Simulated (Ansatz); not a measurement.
Runs of Ansatz 0.2.0 on MgSi. Symmetry: P4/mmm, No. 123, tetragonal system. Conventional cell: a = 2.908 Å, b = 2.908 Å, c = 4.103 Å, α = 90.00°, β = 90.00°, γ = 90.00°. Around Si (site symmetry 4/mmm) lie 8 Mg at 2.90 Å and 4 Si at 2.91 Å. Around Mg (site symmetry 4/mmm) lie 8 Si at 2.90 Å and 4 Mg at 2.91 Å. The cell comes from a database or a generator and needn't be the stable form of this composition.

```tsv
task	level	cell	k mesh	cutoff (eV)	q mesh	points for each segment of the path	mesh quality	gap on the mesh (eV)	pressure (GPa)	V0 of scaled cells (Å³/atom)	B0 (GPa)
equation of state	LDA	as given	9 × 9 × 7	420	-	-	not flagged	-	-	16.48	69
equation of state	PBEsol	as given	9 × 9 × 7	420	-	-	not flagged	-	-	16.94	(a)
relaxation of cell and atoms	BLYP+D4	relaxed	9 × 9 × 7	420	-	-	not flagged	none	0.0	-	-
phonons	PBEsol	as given	8 × 8 × 6	420	2 × 2 × 2	8	not flagged	none	-	-	-
single point	r2SCAN50	as given	5 × 5 × 4	500	-	-	coarse	none	-	-	-
equation of state	HSE06	as given	6 × 6 × 4	420	-	-	coarse	-	-	17.36	(b)
band structure	LDA	as given	9 × 9 × 7	420	-	14	not flagged	none	-3.2	-	-
single point	r2SCANh	as given	5 × 5 × 4	500	-	-	coarse	none	-	-	-
```

Alike in all rows: potentials or basis Ansatz PAW; no spin polarisation; smearing fermi-dirac 0.05 eV.

**Question.** Estimate the missing entries.

**Answer.** (a) 66; (b) 64.

Caveats: some runs use coarse meshes; the PAW data sets come from PBE, with cores solved anew for the run's functional, which leaves a small shift of forces and pressure; the cell was scaled at fixed shape and fractional positions, which overstates the stiffness of a crystal with free parameters, most of all of layers and chains (some runs); the potentials were made for another functional, which shifts forces and pressure (some runs); the plane-wave basis is chosen anew once the cell has moved, so the energies of steps on either side of that aren't comparable (some runs); pairwise dispersion overbinds metals, which lowers pressure and volume (some runs); some modes are imaginary (some runs).

A k mesh can miss the band edges.

A gap of «none» marks a metal or a gap under the smearing width.

Not every run made on this cell is shown here.
